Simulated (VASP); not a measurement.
HSe, 4 atoms in the cell. The typed cell holds 4 atoms: a = 3.895 Å, b = 3.895 Å, c = 6.469 Å, α = 90.00°, β = 90.00°, γ = 60.00°. The cell was built by a generator and needn't be a form met in nature.

| Item | Value |
| --- | --- |
| Program | VASP 6.6.1 |
| Task | single point |
| Functional | PBE |
| Potentials or basis | VASP PAW PBE potentials, release 64 (Se, H) |
| Cutoff | 520 eV |
| k mesh | 4 × 4 × 3 |
| Occupations | fermi-dirac, width 0.05 eV |
| Spin | no spin polarisation |
| Dipole correction | no |
| Further INCAR settings | ALGO = Normal; EDIFF = 1e-06; NBANDS = 15 |

Potentials or basis: VASP PAW PBE potentials, release 64 (Se, H).

Run with:

```sh
$ cat potpaw_PBE.64/Se/POTCAR potpaw_PBE.64/H/POTCAR > POTCAR
$ mpirun -np 1 vasp_std > vasp.out
```

Hardware: 1 thread of AMD EPYC 7R43 64-Core Processor (Zen 3), with other jobs on the host.

Question: Estimate the wall time of this run.

Answer: It took 38 s on 1 thread of AMD EPYC 7R43 64-Core Processor (Zen 3), with other jobs on the host, peak memory 0.16 GiB. Counts: scf iterations 13, k points 26.
